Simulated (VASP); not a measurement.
Here is a VASP 6.6.1 calculation.

POSCAR

```
GaP
1.0
    0.0000000000      2.7252500000      2.7252500000
    2.7252500000      0.0000000000      2.7252500000
    2.7252500000      2.7252500000      0.0000000000
Ga P
1 1
Direct
    0.0000000000      0.0000000000      0.0000000000
    0.2500000000      0.2500000000      0.2500000000
```

Contents of INCAR.step1:

```
ALGO     = Normal         # electronic algorithm
EDIFF    = 1E-8           # SCF threshold, eV
ENCUT    = 450            # plane-wave cutoff, eV
GGA      = PS             # functional
ISMEAR   = 0              # smearing method
KPAR     = 8            
LASPH    = True           # aspherical terms in the spheres
LCHARG   = False          # write CHGCAR
LREAL    = False          # projectors in reciprocal space
LWAVE    = True           # write WAVECAR
NELM     = 60             # most SCF steps
PREC     = Accurate       # precision mode
SIGMA    = 0.01           # smearing width, eV
```

Contents of INCAR.step2:

```
ALGO     = Exact          # electronic algorithm
EDIFF    = 1E-8           # SCF threshold, eV
ENCUT    = 450            # plane-wave cutoff, eV
GGA      = PS             # functional
ISMEAR   = 0              # smearing method
ISTART   = 1            
KPAR     = 8            
LASPH    = True           # aspherical terms in the spheres
LCHARG   = False          # write CHGCAR
LOPTICS  = True           # frequency-dependent dielectric function
LREAL    = False          # projectors in reciprocal space
LWAVE    = True           # write WAVECAR
NBANDS   = 229            # bands
NELM     = 1              # most SCF steps
PREC     = Accurate       # precision mode
SIGMA    = 0.01           # smearing width, eV
```

Contents of INCAR.step3:

```
ALGO     = EVGW0          # electronic algorithm
EDIFF    = 1E-8           # SCF threshold, eV
ENCUT    = 450            # plane-wave cutoff, eV
ENCUTGW  = 230            # cutoff of the response function
GGA      = PS             # functional
ISMEAR   = 0              # smearing method
ISTART   = 1            
KPAR     = 8            
LASPH    = True           # aspherical terms in the spheres
LCHARG   = False          # write CHGCAR
LREAL    = False          # projectors in reciprocal space
LWAVE    = False          # write WAVECAR
NBANDS   = 229            # bands
NBANDSGW = 17           
NELMGW   = 1            
NOMEGA   = 50             # frequency points
PREC     = Accurate       # precision mode
PRECFOCK = Fast         
SIGMA    = 0.01           # smearing width, eV
```

File KPOINTS:

```
k-points
0
Gamma
  5 5 5
```

Potentials or basis: VASP PAW PBE potentials, release 64 (Ga_d_GW, P_GW).

Launch:

```console
$ cat potpaw_PBE.64/Ga_d_GW/POTCAR potpaw_PBE.64/P_GW/POTCAR > POTCAR
$ cp INCAR.step1 INCAR
$ mpirun -np 8 vasp_std > vasp.out
$ cp INCAR.step2 INCAR
$ mpirun -np 8 vasp_std > vasp.out
$ cp INCAR.step3 INCAR
$ mpirun -np 8 vasp_std > vasp.out
```

**Question.** Estimate the quasiparticle gap.

**Answer.** 2.21 eV.

**Question.** Estimate the least direct quasiparticle gap.

**Answer.** 2.68 eV.

**Question.** Estimate the band gap on the k mesh, mean-field level.

**Answer.** 1.47 eV, indirect (least direct gap 1.75 eV).

Caveat: bands, screening cutoff and mesh are small and nothing is extrapolated, so the quasiparticle values aren't converged; an odd mesh through Γ misses points on the zone boundary, where band edges often lie.

The gap isn't set beside the measured one, since this odd mesh misses points on the zone boundary.
